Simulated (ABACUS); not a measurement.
# InP (F-43m) in ABACUS: single point with PBE

Aim: the single point of InP with PBE.

All numbers are computed with ABACUS 3.10.1; they aren't measurements. Logs are shortened: lines on timing, memory, paths and dates and some standing lists are left out, and cuts for length are marked.

**What was measured.**

From a printed reference work, data compilation, for a bulk crystal of InP at 1.6 K: band gap 1.4236 eV (direct).

The results are compared with them further down.

## 1. The crystal as given

The structure is cubic, space group F-43m (No. 216). The conventional cell has a = 5.861 Å, b = 5.861 Å, c = 5.861 Å, α = 90.00°, β = 90.00°, γ = 90.00°. In (site symmetry -43m) is surrounded by 4 P at 2.54 Å. P (site symmetry -43m) has 4 In at 2.54 Å as nearest neighbours.

## 2. Single point, PBE, spin-orbit coupling, no magnetisation

File INPUT:

```
INPUT_PARAMETERS
suffix              InP
calculation         scf
basis_type          lcao
pseudo_dir          ./
orbital_dir         ./
latname             fcc
symmetry            0
dft_functional      pbe
ecutwfc             100
pseudo_rcut         10
nspin               4
nbands              46
ks_solver           genelpa
smearing_method     fd
smearing_sigma      0.00367493
scf_thr             1e-07
scf_nmax            100
mixing_type         broyden
mixing_beta         0.4
cal_force           1
cal_stress          1
noncolin            0
lspinorb            1
out_mul             1
out_chg             1
```

File STRU:

```
ATOMIC_SPECIES
In 114.8180 In.upf
P 30.9738 P.upf

NUMERICAL_ORBITAL
In_confined-atom_8au_3s3p2d.orb
P_confined-atom_7au_2s2p1d.orb

LATTICE_CONSTANT
11.0756848164

ATOMIC_POSITIONS
Direct

In
0.0
1
0.0000000000 0.0000000000 0.0000000000 1 1 1

P
0.0
1
0.2500000000 0.2500000000 0.2500000000 1 1 1
```

File KPT:

```
K_POINTS
0
Gamma
5 5 5 0 0 0
```

Potentials or basis: PseudoDojo NC FR 0.4 PBE stringent, DZP LCAO (the cutoffs set its grid).

Command:

```sh
$ OMP_NUM_THREADS=1 mpirun -np 4 abacus > log
```

running log:

```text
ABACUS v3.10.1

               Atomic-orbital Based Ab-initio Computation at UStc

 ------------------------------------------------------------------------------------

 READING GENERAL INFORMATION
                           global_out_dir = OUT.InP/
                           global_in_card = INPUT
                               pseudo_dir = ./
                              orbital_dir = ./
                                    DSIZE = 4
                                    GSIZE = 1

 READING UNITCELL INFORMATION
                                    ntype = 2
                  lattice constant (Bohr) = 11.0757
              lattice constant (Angstrom) = 5.861

 READING ATOM TYPE 1
                               atom label = In
                      L=0, number of zeta = 3
                      L=1, number of zeta = 3
                      L=2, number of zeta = 2
             number of atom for this type = 1
               magnetization of element 1 = [ 0, 0, 0 ]

 READING ATOM TYPE 2
                               atom label = P
                      L=0, number of zeta = 2
                      L=1, number of zeta = 2
                      L=2, number of zeta = 1
             number of atom for this type = 1
               magnetization of element 2 = [ 0, 0, 0 ]

                        TOTAL ATOM NUMBER = 2
DIRECT COORDINATES
    atom                   x                   y                   z     mag                  vx                  vy                  vz
taud_In1            0.0000000000        0.0000000000        0.0000000000  0.0000        0.0000000000        0.0000000000        0.0000000000
taud_P1            0.2500000000        0.2500000000        0.2500000000  0.0000        0.0000000000        0.0000000000        0.0000000000

                          Volume (Bohr^3) = 339.666
                             Volume (A^3) = 50.3332

 Lattice vectors: (Cartesian coordinate: in unit of a_0)
                 -0.5                  +0                +0.5
                   +0                +0.5                +0.5
                 -0.5                +0.5                  +0
 Reciprocal vectors: (Cartesian coordinate: in unit of 2 pi/a_0)
                   -1                  -1                  +1
                   +1                  +1                  +1
                   -1                  +1                  -1
 The esolver type has been set to : ksdft_lcao

[... 194 lines left out ...]
 Density error is 0.0543165070972
----------------------------------------------------------
     Energy           Rydberg                 eV
----------------------------------------------------------
 E_KohnSham     -412.6769671876      -5614.7581871110
 E_Harris       -415.4669030111      -5652.7172113641
 E_Fermi        0.6067728418         8.2555680397
----------------------------------------------------------
[... 109 lines left out ...]
 Density error is 6.27418277586e-08
----------------------------------------------------------
     Energy           Rydberg                 eV
----------------------------------------------------------
 E_KohnSham     -412.6854264908      -5614.8732818347
 E_KS(sigma->0) -412.6854263896      -5614.8732804575
 E_Harris       -412.6854284140      -5614.8733080009
 E_band         -46.6713247151       -634.9959493341
 E_one_elec     -293.0228619136      -3986.7805662918
 E_Hartree      148.7268579300       2023.5327134842
 E_xc           -60.2801885687       -820.1540410485
 E_Ewald        -208.1092337361      -2831.4713852242
 E_entropy(-TS) -0.0000002025        -0.0000027545
 E_descf        0.0000000000         0.0000000000
 E_exx          0.0000000000         0.0000000000
 E_Fermi        0.6503458230         8.8484088633
----------------------------------------------------------

 charge density convergence is achieved
 final etot is -5614.8732818 eV
 EFERMI = 8.8484088633 eV

 STATE ENERGY(eV) AND OCCUPATIONS    NSPIN == 4
 1/125 kpoint (Cartesian) = 0.0000 0.0000 0.0000 (1444 pws)
       1       -106.758     0.00800000
       2       -106.758     0.00800000
       3       -69.7387     0.00800000
       4       -69.7387     0.00800000
       5       -63.1816     0.00800000
       6       -63.1816     0.00800000
[... 278 lines left out ...]
      45        23.5177        0.00000
      46        23.5437        0.00000

[... levels at 119 further k points ...]

-------------------------------------------------------------------------------------------
       Total Magnetism (uB)                    x                    y                    z
-------------------------------------------------------------------------------------------
                        In1         0.0000000000         0.0000000000         0.0000000000
                         P1         0.0000000000         0.0000000000         0.0000000000
-------------------------------------------------------------------------------------------

-------------------------------------------------------------------------------------------
       Total Magnetism (uB)       Magnitude (uB)       Polar (degree)     Azimuth (degree)
-------------------------------------------------------------------------------------------
                        In1         0.0000000000                 -nan         0.0000000000
                         P1         0.0000000000                 -nan         0.0000000000
-------------------------------------------------------------------------------------------

 correction force for each atom along direction 1 is 1.02680e-14
 correction force for each atom along direction 2 is -1.90860e-14
 correction force for each atom along direction 3 is -7.30866e-14
------------------------------------------------------------------------------------------
 TOTAL-FORCE (eV/Angstrom)
------------------------------------------------------------------------------------------
                       In1         0.0000000000         0.0000000000         0.0000000000
                        P1         0.0000000000         0.0000000000         0.0000000000
------------------------------------------------------------------------------------------

----------------------------------------------------------------
 TOTAL-STRESS (KBAR)
----------------------------------------------------------------
        38.9463106876         0.0000000001        -0.0000000000
         0.0000000001        38.9463106851        -0.0000000001
        -0.0000000000        -0.0000000001        38.9463106853
----------------------------------------------------------------
 TOTAL-PRESSURE: 38.946311 KBAR

 --------------------------------------------
 !FINAL_ETOT_IS -5614.8732818347325519 eV
 --------------------------------------------
```

mulliken.txt:

```text
 0
CALCULATE THE MULLIkEN ANALYSIS FOR EACH ATOM
 Total charge:	26
Decomposed Mulliken populations
0                             Zeta of In              Spin 1              Spin 2              Spin 3              Spin 4
[... 57 lines left out ...]
dx^2-y^2                               0              0.0147              0.0000              0.0000              0.0000
dxy                                    0              0.0279              0.0000              0.0000              0.0000
SUM OVER M                                            0.1131              0.0000              0.0000              0.0000
SUM OVER M+Zeta                                       0.1131              0.0000              0.0000              0.0000

SUM OVER M+Zeta+L                                     5.0780              0.0000              0.0000              0.0000

Total Charge on atom:                  P              5.0780
Total Magnetism on atom:               P              0.0000              0.0000              0.0000
```

Wall time 18 s (4 MPI ranks of Intel Xeon Platinum 8488C (Sapphire Rapids), shared host); peak memory 0.68 GiB.

Results:

```
Free energy            : -5614.8733 eV
Pressure               : 3.9 GPa
Band gap on the k mesh : 0.91 eV, direct
Mulliken charges       : In +0.08; P -0.08 e
```

Levels at points of the mesh, in eV from the valence-band top:
```csv
k point,band 23,band 24,band 25,band 26,band 27,band 28,band 29,band 30
"(0.00, 0.00, 0.00)",0.00,0.00,0.00,0.00,0.91,0.91,3.76,3.76
```

Caveat: the atomic orbitals were generated for these runs and aren't a published set; Mulliken charges move with the basis; the basis of atomic orbitals isn't converged, which shifts pressures, moduli and gaps.

## 3. Comparison with measurements

Step 2. Measured gap of InP: 1.4236 eV (direct; 1.6 K; a printed reference work, data compilation). This calculation gives 0.91 eV (-0.52 eV). The value is that of PBE in an atomic basis (PseudoDojo NC FR 0.4 PBE stringent, DZP LCAO (the cutoffs set its grid)), whose error adds to the functional's,, without temperature or zero-point motion. Semilocal functionals fall short of measured gaps as a rule.
